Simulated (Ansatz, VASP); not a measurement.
MgZnO4 in VASP and in Ansatz

INCAR

```
SYSTEM = MgZnO4
PREC = Accurate ; ENCUT = 520
EDIFF = 1E-6 ; ISMEAR = 0
SIGMA = 0.1 ; LREAL = .False.
LASPH = .True. ; NELM = 150
ALGO = Normal ; ISIF = 2
LWAVE = .False. ; LCHARG = .False.
ISPIN = 2 ; MAGMOM = 0 0 1 1 1 1
LORBIT = 11 ; GGA = PE
NBANDS = 32
```

File KPOINTS:

```
Automatic mesh
0
Gamma
  6 6 6
  0 0 0
```

POSCAR

```
MgZnO4
1.0
    0.0000000000      3.2056981700      3.2056981700
    3.2056981700      0.0000000000      3.2056981700
    3.2056981700      3.2056981700      0.0000000000
Mg Zn O
1 1 4
Direct
    0.0000000000      0.0000000000      0.0000000000
    0.5000000000      0.5000000000      0.5000000000
    0.6189999900      0.1270000000      0.1270000000
    0.1270000000      0.1270000000      0.1270000000
    0.1270000000      0.6189999900      0.1270000000
    0.1270000000      0.1270000000      0.6189999900
```

Input for Ansatz:

```yaml
crystal:
  lattice:
    - [0.0, 3.20569817, 3.20569817]
    - [3.20569817, 0.0, 3.20569817]
    - [3.20569817, 3.20569817, 0.0]
  atoms:
    - { symbol: Mg, position: [0.0, 0.0, 0.0] }
    - { symbol: Zn, position: [0.5, 0.5, 0.5] }
    - { symbol: O, position: [0.61899999, 0.127, 0.127], spin: 1.0 }
    - { symbol: O, position: [0.127, 0.127, 0.127], spin: 1.0 }
    - { symbol: O, position: [0.127, 0.61899999, 0.127], spin: 1.0 }
    - { symbol: O, position: [0.127, 0.127, 0.61899999], spin: 1.0 }
basis:
  ecutwfc: 420
kpoints:
  mp_grid: { grid: [6, 6, 6] }
hamiltonian:
  xc: pbe
scf:
  occupations: { method: gaussian, width: 0.1 }
  lower_state_search: "off"
output:
  forces: true
  stress: true
  eigenvalues: true
  populations: true
magnetization:
  spin_polarized: true
```

Change from the starting cell: species swapped into the AgClO4 type (F-43m, No. 216).

Alike in both runs: task single point; functional PBE; k mesh 6 × 6 × 6; occupations gaussian, width 0.1 eV; collinear spin.

|  | VASP | Ansatz |
| --- | --- | --- |
| version | VASP 6.6.1 | Ansatz 0.2.0 |
| potentials or method | VASP PAW PBE potentials, release 64 (Mg, Zn, O) | scalar-relativistic, plane waves, PAW |
| plane-wave cutoff (eV) | 520 | 420 |
| valence electrons in the cell | 38 | 46 |

Ansatz gave:

```
gap on the k mesh at the Fermi level (eV)                     : none
rms of the force components (eV/Å)                            : 10.275
net moment per atom (μB)                                      : 0.67
size of the moment on the site where the two differ most (μB) : 0.07
```

Problem. Which values does VASP return?

Solution. gap on the k mesh at the Fermi level (eV): none; rms of the force components (eV/Å): 11.031; net moment per atom (μB): 0.67; size of the moment on the site where the two differ most (μB): 0.41.

Site moments also hang on the region over which each program counts them. Atom by atom the forces differ by 0.756 eV/Å (rms over components). A gap of «none» marks a metal or a gap that the smearing closes. With one functional, cell and mesh, what is left measures potentials, basis and numerics. The two sets of potentials don't hold the same shells in valence.

Caveats: forces of over 1 eV/Å show positions far from the minimum, so gaps and moduli don't describe the material at rest.
